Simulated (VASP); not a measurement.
# Ge (Imma) in VASP: settings compared

One crystal, Ge, is run at these levels: PBE, LDA, PBEsol+D3; tasks: RPA correlation energy, equation of state.

Everything below comes from runs of VASP 6.6.1. Logs are shortened: lines on timing, memory, paths and dates and some standing lists are left out, and cuts for length are marked.

## Step 1: The structure

It takes space group Imma (No. 74, orthorhombic). Conventional cell: a = 4.992 Å, b = 5.302 Å, c = 2.874 Å, α = 90.00°, β = 90.00°, γ = 90.00°. Around Ge (site symmetry mm2) lie 6 Ge at 2.68 to 2.87 Å.

This isn't the form of Ge at room conditions, which is diamond.

## Step 2: RPA correlation energy, PBE

POSCAR

```
Ge
1.0
   -2.4958980000      2.6508630000      1.4369470000
    2.4958980000     -2.6508630000      1.4369470000
    2.4958980000      2.6508630000     -1.4369470000
Ge
2
Direct
    0.3140570000      0.0640570000      0.2500000000
    0.6859430000      0.9359430000      0.7500000000
```

INCAR.step1

```
SYSTEM = Ge
PREC     = Accurate       ! precision mode
ENCUT    = 400            ! plane-wave cutoff, eV
EDIFF    = 1E-8           ! SCF threshold, eV
ISMEAR   = 0              ! smearing method
SIGMA    = 0.05           ! smearing width, eV
LREAL    = .False.        ! projectors in reciprocal space
LASPH    = .True.         ! aspherical terms in the spheres
NELM     = 60             ! most SCF steps
ALGO     = Normal         ! electronic algorithm
LWAVE    = .True.         ! write WAVECAR
LCHARG   = .False.        ! write CHGCAR
GGA      = PE             ! functional
```

INCAR.step2

```
SYSTEM = Ge
PREC     = Accurate       ! precision mode
ENCUT    = 400            ! plane-wave cutoff, eV
EDIFF    = 1E-8           ! SCF threshold, eV
ISMEAR   = 0              ! smearing method
SIGMA    = 0.05           ! smearing width, eV
LREAL    = .False.        ! projectors in reciprocal space
LASPH    = .True.         ! aspherical terms in the spheres
NELM     = 1              ! most SCF steps
ALGO     = EIGENVAL       ! electronic algorithm
LWAVE    = .False.        ! write WAVECAR
LCHARG   = .False.        ! write CHGCAR
GGA      = PE             ! functional
LHFCALC  = .True.         ! exact exchange
AEXX     = 1.0            ! exact-exchange fraction
ALDAC    = 0.0          
AGGAC    = 0.0          
ISTART   = 1            
PRECFOCK = Fast
```

INCAR.step3

```
SYSTEM = Ge
PREC     = Accurate       ! precision mode
ENCUT    = 400            ! plane-wave cutoff, eV
EDIFF    = 1E-8           ! SCF threshold, eV
ISMEAR   = 0              ! smearing method
SIGMA    = 0.05           ! smearing width, eV
LREAL    = .False.        ! projectors in reciprocal space
LASPH    = .True.         ! aspherical terms in the spheres
NELM     = 1              ! most SCF steps
ALGO     = Exact          ! electronic algorithm
LWAVE    = .True.         ! write WAVECAR
LCHARG   = .False.        ! write CHGCAR
GGA      = PE             ! functional
NBANDS   = 706            ! bands
LOPTICS  = .True.         ! frequency-dependent dielectric function
ISTART   = 1
```

INCAR.step4

```
SYSTEM = Ge
PREC     = Accurate       ! precision mode
ENCUT    = 400            ! plane-wave cutoff, eV
EDIFF    = 1E-8           ! SCF threshold, eV
ISMEAR   = 0              ! smearing method
SIGMA    = 0.05           ! smearing width, eV
LREAL    = .False.        ! projectors in reciprocal space
LASPH    = .True.         ! aspherical terms in the spheres
NELM     = 60             ! most SCF steps
ALGO     = ACFDT          ! electronic algorithm
LWAVE    = .False.        ! write WAVECAR
LCHARG   = .False.        ! write CHGCAR
GGA      = PE             ! functional
NBANDS   = 706            ! bands
ENCUTGW  = 200            ! cutoff of the response function
NOMEGA   = 8              ! frequency points
ISTART   = 1            
PRECFOCK = Fast
```

KPOINTS

```
regular mesh
0
Gamma
  4 4 4
  0 0 0
```

Potentials or basis: VASP PAW PBE potentials, release 64 (Ge_d_GW).

Run with:

```sh
> cat potpaw_PBE.64/Ge_d_GW/POTCAR > POTCAR
> cp INCAR.step1 INCAR
> mpirun -np 1 vasp_std > vasp.out
> cp INCAR.step2 INCAR
> mpirun -np 1 vasp_std > vasp.out
> cp INCAR.step3 INCAR
> mpirun -np 1 vasp_std > vasp.out
> cp INCAR.step4 INCAR
> mpirun -np 1 vasp_std > vasp.out
```

OUTCAR:

```text
SYSTEM = Ge
   PREC = Accurate
   ENCUT = 400
   EDIFF = 1E-8
   ISMEAR = 0
   LREAL = .False.
   LASPH = .True.
   NELM = 60
   GGA = PE
   ENCUTGW = 200
   ISTART = 1
   PRECFOCK = Fast

 ion  position               nearest neighbor table
   1  0.314  0.064  0.250-   2 2.68   2 2.68   2 2.72   2 2.72   2 3.08   2 3.08
   2  0.686  0.936  0.750-   1 2.68   1 2.68   1 2.72   1 2.72   1 3.08   1 3.08

  LATTYP: Found a body centered orthorhombic cell.
 ALAT       =     2.8738940000
 B/A-ratio  =     1.7369450648
 C/A-ratio  =     1.8447882907

  Lattice vectors:

 A1 = (   2.4958980000,  -2.6508630000,   1.4369470000)
 A2 = (  -2.4958980000,  -2.6508630000,  -1.4369470000)
 A3 = (   2.4958980000,   2.6508630000,  -1.4369470000)

Analysis of symmetry for initial positions (statically):
=====================================================================
 Subroutine PRICEL returns:
 Original cell was already a primitive cell.

 Routine SETGRP: Setting up the symmetry group for a
 body centered orthorhombic supercell.

 Subroutine GETGRP returns: Found  8 space group operations
 (whereof  4 operations were pure point group operations)
 out of a pool of  8 trial point group operations.

The static configuration has the point symmetry C_2h.
 The point group associated with its full space group is D_2h.

Analysis of symmetry for dynamics (positions and initial velocities):
=====================================================================
 Subroutine PRICEL returns:
 Original cell was already a primitive cell.

 Routine SETGRP: Setting up the symmetry group for a
 body centered orthorhombic supercell.

 Subroutine GETGRP returns: Found  8 space group operations
 (whereof  4 operations were pure point group operations)
 out of a pool of  8 trial point group operations.

The dynamic configuration has the point symmetry C_2h.
 The point group associated with its full space group is D_2h.

 Subroutine INISYM returns: Found  8 space group operations
 (whereof  4 operations are pure point group operations),
 and found     1 'primitive' translations

----------------------------------------------------------------------------------------

                                     Primitive cell

  volume of cell :      38.0290

  direct lattice vectors                    reciprocal lattice vectors
    -2.495898000  2.650863000  1.436947000     0.000000000  0.188617820  0.347959946
     2.495898000 -2.650863000  1.436947000     0.200328699  0.000000000  0.347959946
     2.495898000  2.650863000 -1.436947000     0.200328699  0.188617820  0.000000000

  length of vectors
     3.914255760  3.914255760  3.914255760     0.395793893  0.401506801  0.275151358

  position of ions in fractional coordinates (direct lattice)
     0.314057000  0.064057000  0.250000000
     0.685943000  0.935943000  0.750000000

  ion indices of the primitive-cell ions
   primitive index   ion index
                 1           1
                 2           2

----------------------------------------------------------------------------------------

 KPOINTS: regular mesh

Automatic generation of k-mesh.
 Grid dimensions read from file:
 generate k-points for:    4    4    4

 Generating k-lattice:

  Cartesian coordinates                     Fractional coordinates (reciprocal lattice)
     0.000000000  0.047154455  0.086989986     0.250000000  0.000000000  0.000000000
     0.050082175  0.000000000  0.086989986     0.000000000  0.250000000  0.000000000
     0.050082175  0.047154455  0.000000000     0.000000000  0.000000000  0.250000000

  Length of vectors
     0.098948473  0.100376700  0.068787839

  Shift w.r.t. Gamma in fractional coordinates (k-lattice)
     0.000000000  0.000000000  0.000000000

 Subroutine IBZKPT returns following result:
 ===========================================

 Found     18 irreducible k-points:

 Following reciprocal coordinates:
            Coordinates               Weight
  0.000000  0.000000  0.000000      1.000000
  0.250000  0.000000 -0.000000      4.000000
[... 6 lines left out ...]
  0.500000  0.500000  0.500000      1.000000
   k-points           NKPTS =     18   k-points in BZ     NKDIM =     64   number of bands    NBANDS=    706
   number of dos      NEDOS =    301   number of ions     NIONS =      2
   total plane-waves  NPLWV =  21952
   dimension x,y,z NGX =    28 NGY =   28 NGZ =   28
   dimension x,y,z NGXF=    56 NGYF=   56 NGZF=   56
   ions per type =               2
   NGX,Y,Z   is equivalent  to a cutoff of  11.89, 11.89, 11.89 a.u.
   NGXF,Y,Z  is equivalent  to a cutoff of  23.78, 23.78, 23.78 a.u.
 SYSTEM =  Ge
   PREC   = accura    normal or accurate (medium, high low for compatibility)
   ISTART =      1    job   : 0-new  1-cont  2-samecut
   ICHARG =      0    charge: 1-file 2-atom 10-const
   ISPIN  =      1    spin polarized calculation?
   LNONCOLLINEAR =      F non collinear calculations
   LSORBIT =      F    spin-orbit coupling
   LASPH  =      T    aspherical Exc in radial PAW
   ENCUT  =  400.0 eV  29.40 Ry    5.42 a.u.   6.38  6.38  6.38*2*pi/ulx,y,z
   NELM   =     60;   NELMIN=  2; NELMDL=  0     # of ELM steps
   EDIFF  = 0.1E-07   stopping-criterion for ELM
   LREAL  =      F    real-space projection
   EDIFFG = 0.1E-06   stopping-criterion for IOM
   NSW    =      0    number of steps for IOM
   IBRION =     -1    ionic relax: 0-MD 1-quasi-New 2-CG
   NFREE  =      0    steps in history (QN), initial steepest desc. (CG)
   ISIF   =      0    stress and relaxation
   ISYM   =      3    0-nonsym 1-usesym 2-fastsym
   POTIM  = 0.5000    time-step for ionic-motion
   TEBEG  =    0.0;   TEEND  =   0.0 temperature during run
   PSTRESS=    0.0 pullay stress
   NELECT =      28.0000    total number of electrons
   NUPDOWN=      -1.0000    fix difference up-down
   EMIN   =  10.00;   EMAX   =-10.00  energy-range for DOS
   EFERMI =   0.00;   METHOD = LEGACY
   ISMEAR =     0;   SIGMA  =   0.05  broadening in eV -4-tet -1-fermi 0-gaus
   EFERMI_NEDOS =   21; number of points for ismear=-14 and -15
   IALGO  =     38    algorithm
   IMIX   =      4    mixing-type and parameters
     AMIX     =   0.40;   BMIX     =  1.00
     AMIX_MAG =   1.60;   BMIX_MAG =  1.00
  volume/ion in A,a.u.               =      19.01       128.32
  Fermi-wavevector in a.u.,A,eV,Ry     =   1.478277  2.793539 29.732860  2.185304
  Thomas-Fermi vector in A             =   2.592578
   LORBIT       =      0    0 simple, 1 ext, 2 COOP (PROOUT), +10 PAW based schemes
   GGA     = PE    functional components
   LHFCALC =     T    Hartree Fock is set to
   PRECFOCK=fast      Normal, Fast or Accurate (Low or Medium for compatibility)
   ENCUT4O =  -1.0   cutoff for four orbital integrals eV
   NKREDX  =     1    reduce k-point grid by
   NKREDY  =     1    reduce k-point grid by
   NKREDZ  =     1    reduce k-point grid by
   AEXX    =    1.0000 exact exchange contribution
   HFSCREEN=    0.0000 screening length (either q_TF or 0.3 A-1)
   HFSCREENC=   0.0000 screening length for correlation (either q_TF or 0.3 A-1)
   ENCUTFOCK=  -1.0 apply spherical cutoff to Coloumb kernel
   IVDW    =     0    specifies the selected vdW correction
   LEPSILON=     F    determine dielectric tensor
   LRPA    =     F    only Hartree local field effects (RPA)
   LRPAFORCE           =     F    calculate RPA forces
   ENCUTGW             = 200.0    cutoff for response function in eV
   ENCUTGWSOFT         = 160.0    soft cutoff for Coulomb kernel in GW response function in eV
   ENCUTLF             =  -1.0    cutoff for local field effects
   NELMGW              =     1    number of iterations in solving QP/BSE equation
   NELMHF              =     1    number of iterations in the inner HF iteration
   NKREDLFX            =     1    NKREDLFY  =   1   NKREDLFZ  =   1
 non-spin polarized calculation
 Gauss-broadening in eV      SIGMA  =   0.05
  energy-cutoff  :      400.00
  volume of cell :       38.03
 maximum number of plane-waves:       706
 NGX is ok and might be reduce to    28
  NGX = 16; NGY = 16; NGZ = 16
   NGX = 13   NGY = 13   NGZ = 13
 maximum number of plane-waves:       261

      cutoff energy     smooth cutoff   RPA   correlation   Hartree contr. to MP2
---------------------------------------------------------------------------------
            200.000           160.000      -19.9851411401      -39.1564178955
            190.476           152.381      -19.7704167499      -38.8300350189
            181.406           145.125      -19.5451420239      -38.4898139528
            172.768           138.214      -19.3111032373      -38.1389993445
            164.541           131.632      -19.0655033033      -37.7743184731
            156.705           125.364      -18.8139896099      -37.4042861659
            149.243           119.394      -18.5575779278      -37.0305992556
            142.136           113.709      -18.2957582232      -36.6536113702
  linear regression
  converged value                          -22.4842598284      -42.8478556518
```

Run time: 51 min. Hardware: 1 thread of Intel Xeon Platinum 8375C at 2.90GHz (Ice Lake), shared host; peak memory 0.79 GiB.

Results:

* Band gap on the k mesh, mean-field level: none (metal or under the smearing width)
* RPA correlation energy: -11.242 eV/atom
* RPA total energy per cell: -37.000 eV
* RPA correlation energy per cell: -22.484 eV

Levels at points of the mesh, in eV from the Fermi level:
```tsv
k point	band 10	band 11	band 12	band 13	band 14	band 15	band 16	band 17	band 18
(0.00, 0.00, 0.00)	-24.70	-13.27	-3.98	-2.50	-2.10	3.32	6.78	7.01	7.74
(0.50, 0.00, 0.00)	-24.78	-8.20	-7.15	-2.09	-1.72	-0.92	1.35	3.02	4.12
(0.00, 0.50, 0.00)	-24.71	-8.37	-6.05	-3.63	-2.40	-1.98	3.00	3.85	6.42
(0.50, 0.50, 0.00)	-24.79	-10.53	-10.53	0.49	0.49	2.12	2.12	6.59	6.59
(0.50, 0.50, 0.50)	-24.78	-9.26	-8.39	-6.02	-5.75	4.24	6.72	10.52	11.10
```

Caveat: the k mesh is coarse (spacing up to 0.63 Å⁻¹), so the values aren't converged; the cutoff is under 1.25 times the usual one of these potentials, so pressure, stress and relaxed cells hold a basis-set (Pulay) error; the ground state has no gap, which makes the many-body step unreliable.

## Step 3: Equation of state, LDA, 17.22 Å³/atom (a relaxed cell with its volume scaled by 0.96)

INCAR

```
SYSTEM = Ge
ALGO = Fast
EDIFF = 1E-6
ENCUT = 520
ISIF = 2
ISMEAR = -1
LASPH = .TRUE.
LCHARG = .FALSE.
LREAL = .FALSE.
LWAVE = .FALSE.
NELM = 80
PREC = Accurate
SIGMA = 0.05
```

KPOINTS

```
k-points
0
G
  10 10 10
  0 0 0
```

POSCAR

```
Ge                                      
1.0
   -2.5029525546      2.5089796465      1.3710246282
    2.5029525546     -2.5089796465      1.3710246282
    2.5029525546      2.5089796465     -1.3710246282
  Ge            
     2
Direct
     0.3720891374769832    0.1220891374769831    0.2500000000000000
     0.6279108625230169    0.8779108625230169    0.7500000000000000
```

Potentials or basis: VASP PAW LDA potentials, release 64 (Ge_d).

Run with:

```sh
> cat potpaw_LDA.64/Ge_d/POTCAR > POTCAR
> mpirun -np 1 vasp_std > vasp.out
```

Run time: 44 s. Hardware: 1 thread of Intel Xeon 6975P-C (Granite Rapids), shared host; peak memory 0.2 GiB.

It converged, with:

* Free energy: -10.0124 eV
* Pressure: 4.4 GPa
* Largest force: 0.006 eV/Å
* Band gap on the k mesh: none (metal or under the smearing width)

[end of part 1 of 2]
